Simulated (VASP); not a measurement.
Output of a VASP run:

**OUTCAR**
```
 ion  position               nearest neighbor table
   1  0.000  0.000  0.000-   3 2.64   3 2.64   3 2.64   2 2.64   3 2.64   2 2.64   2 2.64   2 2.64
  LATTYP: Found a face centered cubic cell.
 ALAT       =     6.0908360074
 Subroutine PRICEL returns:
 Original cell was already a primitive cell.
 Subroutine GETGRP returns: Found 48 space group operations
The static configuration has the point symmetry O_h .
The dynamic configuration has the point symmetry O_h .
 Subroutine INISYM returns: Found 48 space group operations
 Subroutine IBZKPT returns following result:
 Found     16 irreducible k-points:

 Following reciprocal coordinates:
            Coordinates               Weight
  0.000000  0.000000  0.000000      1.000000
  0.166667  0.000000  0.000000      8.000000
  0.333333  0.000000  0.000000      8.000000
  0.500000  0.000000  0.000000      4.000000
  0.166667  0.166667  0.000000      6.000000
  0.333333  0.166667  0.000000     24.000000
  0.500000  0.166667  0.000000     24.000000
 -0.333333  0.166667  0.000000     24.000000
 -0.166667  0.166667  0.000000     12.000000
  0.333333  0.333333  0.000000      6.000000
  0.500000  0.333333  0.000000     24.000000
 -0.333333  0.333333  0.000000     12.000000
  0.500000  0.500000  0.000000      3.000000
  0.500000  0.333333  0.166667     24.000000
 -0.333333  0.333333  0.166667     24.000000
 -0.333333  0.500000  0.166667     12.000000
   k-points           NKPTS =     16   k-points in BZ     NKDIM =     16   number of bands    NBANDS=     16
   number of dos      NEDOS =    301   number of ions     NIONS =      3
   total plane-waves  NPLWV =  32768
   dimension x,y,z NGX =    32 NGY =   32 NGZ =   32
   dimension x,y,z NGXF=    64 NGYF=   64 NGZF=   64
   ions per type =               1   2
   PREC   = accura    normal or accurate (medium, high low for compatibility)
   ISTART =      0    job   : 0-new  1-cont  2-samecut
   ICHARG =      2    charge: 1-file 2-atom 10-const
   ISPIN  =      1    spin polarized calculation?
   LNONCOLLINEAR =      F non collinear calculations
   LSORBIT =      F    spin-orbit coupling
   INIWAV =      1    electr: 0-lowe 1-rand  2-diag
   ENCUT  =  520.0 eV  38.22 Ry    6.18 a.u.   8.01  8.01  8.01*2*pi/ulx,y,z
   NELM   =    100;   NELMIN=  2; NELMDL= -5     # of ELM steps
   EDIFF  = 0.1E-06   stopping-criterion for ELM
   LREAL  =      F    real-space projection
   NLSPLINE    = F    spline interpolate recip. space projectors
   LMAXMIX     =    4 max onsite mixed and CHGCAR
   VOSKOWN=      0    Vosko Wilk Nusair interpolation
   EDIFFG = 0.1E-05   stopping-criterion for IOM
   NSW    =      0    number of steps for IOM
   NBLOCK =      1;   KBLOCK =      1    inner block; outer block
   IBRION =     -1    ionic relax: 0-MD 1-quasi-New 2-CG
   NFREE  =      0    steps in history (QN), initial steepest desc. (CG)
   ISIF   =      2    stress and relaxation
   ISYM   =      2    0-nonsym 1-usesym 2-fastsym
   TEIN   =    0.0    initial temperature
   TEBEG  =    0.0;   TEEND  =   0.0 temperature during run
   SMASS  =  -3.00    Nose mass-parameter (am)
   PSTRESS=    0.0 pullay stress
   NELECT =      24.0000    total number of electrons
   EFERMI =   0.00;   METHOD = LEGACY
   ISMEAR =     0;   SIGMA  =   0.05  broadening in eV -4-tet -1-fermi 0-gaus
   IALGO  =     38    algorithm
   LDIAG  =      T    sub-space diagonalisation (order eigenvalues)
   IMIX   =      4    mixing-type and parameters
     AMIX     =   0.40;   BMIX     =  1.00
     AMIX_MAG =   1.60;   BMIX_MAG =  1.00
     AMIN     =   0.10
   GGA     = AM    functional components
   VOSKOWN =     0    Vosko Wilk Nusair interpolation
   LHFCALC =     F    Hartree Fock is set to
   LHFONE  =     F    Hartree Fock one center treatment
   AEXX    =    0.0000 exact exchange contribution
   IVDW    =     0    specifies the selected vdW correction
   LEPSILON=     F    determine dielectric tensor
   LRPA    =     F    only Hartree local field effects (RPA)
  energy-cutoff  :      520.00
...
```

File OSZICAR:
```
       N       E                     dE             d eps       ncg     rms          rms(c)
DAV:   1     0.158278257554E+03    0.15828E+03   -0.13484E+04   512   0.141E+03
DAV:   2    -0.124027155399E+02   -0.17068E+03   -0.16602E+03   648   0.292E+02
DAV:   3    -0.184125355803E+02   -0.60098E+01   -0.60033E+01   680   0.644E+01
DAV:   4    -0.185019173295E+02   -0.89382E-01   -0.89375E-01   616   0.703E+00
DAV:   5    -0.185050481075E+02   -0.31308E-02   -0.31307E-02   744   0.923E-01    0.834E+00
DAV:   6    -0.170441727246E+02    0.14609E+01   -0.79406E+00   512   0.230E+01    0.471E+00
DAV:   7    -0.170479253131E+02   -0.37526E-02   -0.31834E-01   640   0.507E+00    0.242E+00
DAV:   8    -0.170782301301E+02   -0.30305E-01   -0.55900E-02   584   0.274E+00    0.289E-01
DAV:   9    -0.170885097016E+02   -0.10280E-01   -0.17272E-02   576   0.917E-01    0.163E-01
DAV:  10    -0.170916890626E+02   -0.31794E-02   -0.52591E-03   520   0.477E-01    0.387E-02
DAV:  11    -0.170917028500E+02   -0.13787E-04   -0.25146E-04   688   0.129E-01    0.223E-02
DAV:  12    -0.170917300446E+02   -0.27195E-04   -0.95513E-05   512   0.732E-02    0.415E-03
DAV:  13    -0.170917304017E+02   -0.35718E-06   -0.17496E-06   712   0.995E-03    0.385E-03
DAV:  14    -0.170917306881E+02   -0.28638E-06   -0.48572E-07   504   0.582E-03    0.172E-03
DAV:  15    -0.170917306568E+02    0.31296E-07   -0.12669E-08   544   0.994E-04
   1 F= -.17091731E+02 E0= -.17091731E+02  d E =-.232296E-15
```

File OUTCAR:
```
------------------------ aborting loop because EDIFF is reached ----------------------------------------
  FORCE on cell =-STRESS in cart. coord.  units (eV):
  Direction    XX          YY          ZZ          XY          YZ          ZX
  --------------------------------------------------------------------------------------
  Total        1.4317811      1.4317811      1.4317811      0.0000000      0.0000000     -0.0000000
  in kB       40.6084557     40.6084557     40.6084557      0.0000000      0.0000000     -0.0000000
  external PRESSURE =      40.6084557 kB  Pullay stress =       0.0000000 kB
  volume of cell :       56.49
      direct lattice vectors                 reciprocal lattice vectors
     0.000000000  3.045418004  3.045418004    -0.164181074  0.164181074  0.164181074
     3.045418004  0.000000000  3.045418004     0.164181074 -0.164181074  0.164181074
     3.045418004  3.045418004  0.000000000     0.164181074  0.164181074 -0.164181074
 POSITION                                       TOTAL-FORCE (eV/Angst)
 -----------------------------------------------------------------------------------
      0.00000      0.00000      0.00000         0.000000      0.000000      0.000000
      1.52271      1.52271      1.52271         0.000000      0.000000      0.000000
      4.56813      4.56813      4.56813        -0.000000     -0.000000     -0.000000
 -----------------------------------------------------------------------------------
    total drift:                               -0.000000     -0.000000      0.000000
  FREE ENERGIE OF THE ION-ELECTRON SYSTEM (eV)
  ---------------------------------------------------
  free  energy   TOTEN  =       -17.0917306568 eV

  energy  without entropy=      -17.0917306568  energy(sigma->0) =      -17.09173066
```
(Selected blocks of OUTCAR.)

### POSCAR
```
BaF2
1
    0.0000000000     3.0454180037     3.0454180037
    3.0454180037     0.0000000000     3.0454180037
    3.0454180037     3.0454180037     0.0000000000
Ba F
1 2
Direct
  0.0000000000   0.0000000000   0.0000000000
  0.2500000000   0.2500000000   0.2500000000
  0.7500000000   0.7500000000   0.7500000000
```

Problem. Reconstruct the remaining input files.

Solution. Several could match; the one computed here: the input of the run itself, AM05 GGA, plane waves, VASP's PBE PAW potentials (set 64).

INCAR:
```
ALGO=Normal
EDIFF=1E-7
ENCUT=520
GGA=AM
ISIF=2
ISMEAR=0
LASPH=.TRUE.
LCHARG=.FALSE.
LMAXMIX=4
LREAL=.FALSE.
LWAVE=.FALSE.
NELM=100
PREC=Accurate
SIGMA=0.05
SYSTEM=BaF2
```

File KPOINTS:
```
Automatic mesh
0
Gamma
6 6 6
0 0 0
```

POTCAR, in this order: Ba_sv F (PBE.64 set). Program: vasp_std.

The compound is BaF2 in the fluorite structure. This cell is one point of a volume scan, at 0.94 of the reference volume.
